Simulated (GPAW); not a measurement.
# Zr (P6_3/mmc) in GPAW: relaxation of the atoms with LDA

Aim: the relaxation of the atoms of Zr with LDA.

Program: GPAW 26.7.0. These are calculated values, not measurements. Logs are shortened: lines on timing, memory, paths and dates and some standing lists are left out, and cuts for length are marked. The log counts tension as positive stress, the text compression.

## 1. The undisturbed crystal

Symmetry: P6_3/mmc, No. 194, hexagonal system. Conventional cell: a = 3.232 Å, b = 3.232 Å, c = 5.147 Å, α = 90.00°, β = 90.00°, γ = 120.00°. Around Zr (site symmetry -6m2) lie 12 Zr at 3.18 to 3.23 Å.

## 2. Relaxation of the atoms, LDA (volume scaled by 1.25)

Input file run.py:

```python
from ase import Atoms
from ase.io import write
from ase.optimize import LBFGS
from gpaw import GPAW, PW

atoms = Atoms(['Zr', 'Zr'],
              cell=[[3.4815664591, 0.0, 0.0],
                    [-1.7407832295, 3.0151249985, 0.0],
                    [0.0, 0.0, 5.5444376748]],
              scaled_positions=[[0.6666666667, 0.3333333333, 0.75],
                                [0.3333333333, 0.6666666667, 0.25]],
              pbc=True)

calc = GPAW(mode=PW(600),
            xc='LDA',
            kpts={'size': (9, 9, 5), 'gamma': True},
            occupations={'name': 'methfessel-paxton', 'width': 0.1, 'order': 1},
            nbands=24,
            convergence={'density': 1e-05, 'forces': 0.0001},
            maxiter=150,
            txt='gpaw.txt')
atoms.calc = calc
opt = LBFGS(atoms, trajectory='relax.traj', logfile='-')
done = opt.run(fmax=0.02, steps=40)
calc.write('gs.gpw')
write('result.traj', atoms)
print('Converged:', done)
print('Cell:', atoms.cell.cellpar().round(4))
print('Volume:', round(atoms.get_volume(), 4))
print(atoms.get_scaled_positions().round(5))
```

Potentials or basis: the program's PAW data sets (release 1.2.1) made for this functional, pw.

On the command line:

```sh
$ OMP_NUM_THREADS=1 python run.py
```

gpaw.txt:

```text
__  _  _
 | _ |_)|_||  |
 |__||  | ||/\| - 26.7.0

Input parameters:
  mode=PW(ecut=600.0),
  convergence={'density': 1e-05, 'forces': 0.0001},
  kpts=MonkhorstPack(size=(9, 9, 5), gamma=True),
  maxiter=150,
  nbands=24,
  occupations=Occupations(name='methfessel-paxton', width=0.1, order=1),
  xc=XC(name='LDA')

Diagonalizing LCAO Hamiltonian
Converting LCAO to pw mode

           Zr

        Zr

Atoms  # Å, Bohr magnetons
|   | symbol |         x |        y |        z |    initial magnetic moments |
|---|--------|-----------|----------|----------|-----------------------------|
| 0 |     Zr |  1.740783 | 1.005042 | 4.158328 | ( 0.0000,  0.0000,  0.0000) |
| 1 |     Zr | -0.000000 | 2.010083 | 1.386109 | ( 0.0000,  0.0000,  0.0000) |

Unit cell  # Å
| periodic |         x |        y |        z |  lengths |     angles |
|----------|-----------|----------|----------|----------|------------|
|      yes |  3.481566 | 0.000000 | 0.000000 | 3.481566 |  90.000000 |
|      yes | -1.740783 | 3.015125 | 0.000000 | 3.481566 |  90.000000 |
|      yes |  0.000000 | 0.000000 | 5.544438 | 5.544438 | 120.000000 |

Number of symmetries: 12
Symmetry operations  # r_c * U_cc + t_c -> r_c
|    | kind |            matrix            |
|----|------|------------------------------|
|  0 |  σ   |  1, 1, 0,  0,-1, 0,  0, 0, 1 |
|  1 |  S6  |  1, 1, 0, -1, 0, 0,  0, 0,-1 |
|  2 |  E   |  1, 0, 0,  0, 1, 0,  0, 0, 1 |
|  3 |  C2  |  1, 0, 0, -1,-1, 0,  0, 0,-1 |
|  4 |  C2  |  0, 1, 0,  1, 0, 0,  0, 0,-1 |
|  5 |  C3  |  0, 1, 0, -1,-1, 0,  0, 0, 1 |
|  6 |  S6  |  0,-1, 0,  1, 1, 0,  0, 0,-1 |
|  7 |  σ   |  0,-1, 0, -1, 0, 0,  0, 0, 1 |
|  8 |  σ   | -1, 0, 0,  1, 1, 0,  0, 0, 1 |
|  9 |  i   | -1, 0, 0,  0,-1, 0,  0, 0,-1 |
| 10 |  C3  | -1,-1, 0,  1, 0, 0,  0, 0, 1 |
| 11 |  C2  | -1,-1, 0,  0, 1, 0,  0, 0,-1 |

BZ-sampling:
  Number of BZ points: 405
  Number of IBZ points: 50

  Monkhorst-Pack size: [9, 9, 5]
  Monkhorst-Pack shift: [0, 0, 0]

K-points  # in reciprocal-cell coordinates
|     |                                coordinates |     weight |
|-----|--------------------------------------------|------------|
|   0 | (  0.00000000,   0.00000000,   0.00000000) | 0.00246914 |
|   1 | (  0.00000000,   0.00000000,   0.20000000) | 0.00493827 |
|   2 | (  0.00000000,   0.00000000,   0.40000000) | 0.00493827 |
|   3 | (  0.11111111,   0.00000000,  -0.40000000) | 0.01481481 |
|   4 | (  0.11111111,   0.00000000,  -0.20000000) | 0.01481481 |
|   5 | (  0.11111111,   0.00000000,   0.00000000) | 0.01481481 |
|   6 | (  0.11111111,   0.00000000,   0.20000000) | 0.01481481 |
|   7 | (  0.11111111,   0.00000000,   0.40000000) | 0.01481481 |
|   8 | (  0.22222222,  -0.11111111,   0.00000000) | 0.01481481 |
|   9 | (  0.22222222,  -0.11111111,   0.20000000) | 0.02962963 |
| ... |                                            |            |
|  49 | (  0.44444444,   0.44444444,   0.40000000) | 0.02962963 |

Plane wave coefficients: 1963
Cutoff: 600.0 eV

Spin-components: 1 (collinear spins)
Bands:           24
Projectors:      12
Spin-degeneracy: 2
Datatype:        complex128

Parallelization:
  kpt:    1
  domain: 1
  band:   1

Density:
  Valence electrons: 24.0
  Components: 1
  Grid points: [20 20 32]
  Charge: 0.0  # |e|

Potential:
  Grid points: [20 20 32]

species:
  Zr:
    name:    Zirconium
    Z:       40.0
    valence: 12
    core:    28
    charge:  0.0  # [|e|]
    compensation charges:
      type: gauss
      rc: 0.40  # [Å]
      lmax: 2
    cutoffs:
      filter: 2.39  # [Å]
      core: 1.59  # [Å]
    projectors
    | kind |    occ | energy [eV] | rcut [Å] |
    |------|--------|-------------|----------|
    |   4s |  2.000 |     -54.491 |    1.323 |
    |   5s |  2.000 |      -4.587 |    1.323 |
    |   4p |  6.000 |     -32.510 |    1.334 |
    |   5p |  0.000 |      -1.548 |    1.334 |
    |   4d |  2.000 |      -3.736 |    1.244 |
    |    d |        |      23.475 |    1.244 |

    Using partial waves for Zr as LCAO basis

Reference energy: -195573.125391  # eV

eigensolver:
  PPCG
  Converge bands: occupied
  niter=2

density mixing:
  MSR1-Mixer
  Pratt-step length: 0.05
  Maximum mixing coefficient: 0.75
  Old densities: 10
  SVD Regularization: 0.005
  Good broyden scale: 1.0
  Trust region scale: 1.0
  Backstep threshold: 4.0
  History deletion threshold: 6.0
  Fourier metric: weight=20.0, sigma=0.015

occupation numbers:
  Methfessel-Paxton:
    width: 0.1000  # eV
    order: 1

poisson solver:
  ecut: 4800.0  # eV

xc functional:
  name: None

convergence criteria:
- Maximum integral of absolute [dens]ity change: 1e-05 electrons / valence electron
- Maximum change in the atomic [forces] across last 2 cycles: 0.0001 eV/Ang OR
Maximum error relative to the maximum force is below inf
- Maximum [total energy] change in last 3 cyles: 0.0005 eV / valence electron
- Maximum integral of absolute [eigenst]ate change: 4e-08 eV^2 / valence electron
maximum number of iterations: 150

SCF iterations
|iter     | |      energy | eigst |  dens |force |
|---------|-|-------------|-------|-------|------|
|iter:   1| |  -15.689346 | +0.12 |       |      |
|iter:   2| |  -15.634743 | -1.65 | -1.24 |      |
|iter:   3| |  -15.358550 | -1.36 | -1.28 |      |
|iter:   4| |  -15.357170 | -2.70 | -1.91 |      |
|iter:   5| |  -15.357695c| -4.20 | -2.37 |      |
|iter:   6| |  -15.357699c| -5.79 | -3.48 |      |
|iter:   7| |  -15.357700c| -7.20 | -4.06 |      |
|iter:   8| |  -15.357700c| -7.65c| -4.98 |      |
|iter:   9| |  -15.357700c| -8.72c| -5.64c|      |
|iter:  10| |  -15.357700c| -9.22c| -6.49c|-6.31c|

Converged in 10 steps
Energy contributions relative to reference atoms: (reference = -195573.125391)

Energy contributions:
  Kinetic:         -17.229679
  Coulomb:          11.201322
  Zero:              0.729708
  External:          0.000000
  Xc:              -10.059529
  Entropy:           0.000719
  Spinorbit:         0.000000
  ----------------------------
  Free energy:     -15.357460
  Extrapolated:    -15.357700

dipole moment: (0.000000, 0.000001, 0.000001)  # |e|*Ang

Fermi level: 6.827
Eigenvalues  # (at kpt = [0.000, 0.000, 0.000])
| band index |      eig [eV] | occ [0-2] |
|------------|---------------|-----------|
|          0 |       -42.399 |     2.000 |
|        ... |               |           |
|          2 |       -20.676 |     2.000 |
|          3 |       -20.238 |     2.000 |
|          4 |       -20.238 |     2.000 |
|          5 |       -20.193 |     2.000 |
|          6 |       -20.167 |     2.000 |
|          7 |       -20.167 |     2.000 |
[... 8 lines left out ...]
|         16 |         8.449 |    -0.000 |
|         17 |         8.449 |    -0.000 |
|        ... |               |           |
|         23 |        20.796 |     0.000 |

No gap
No difference between direct/indirect transitions

Forces  # eV/Ang
|        x |        y |        z |
|----------|----------|----------|
| -0.00000 | -0.00000 |  0.00000 |  # Zr   0
|  0.00000 |  0.00000 | -0.00000 |  # Zr   1

# Writing to gs.gpw (mode='')
```

stdout:

```text
Step          Energy          fmax
LBFGS:    0      -15.357460        0.000000
Converged: True
Cell: [  3.4816   3.4816   5.5444  90.      90.     120.    ]
Volume: 58.2019
[[0.66667 0.33333 0.75   ]
 [0.33333 0.66667 0.25   ]]
```

It took 30 s on 1 thread of Arm Neoverse V1, shared host; peak memory 0.18 GiB.

What came out:

```
Free energy            : -15.3575 eV
Band gap on the k mesh : none (metal or under the smearing width)
```

Final structure:
```xyz
2
Lattice="3.4816 0.0000 0.0000 -1.7408 3.0151 0.0000 0.0000 0.0000 5.5444" Properties=species:S:1:pos:R:3 pbc="T T T"
Zr    1.7408    1.0050    4.1583
Zr    0.0000    2.0101    1.3861
```

Levels at points of the mesh, in eV from the Fermi level:
```
           k point  band 10  band 11  band 12  band 13  band 14  band 15
(0.00, 0.00, 0.00)    -2.53     0.59     0.71     0.71     0.80     1.21
```

Caveat: the relaxation stopped at its first step, so nothing moved; later steps reuse the first step's grids; this smearing can pin the Fermi level at a band edge.
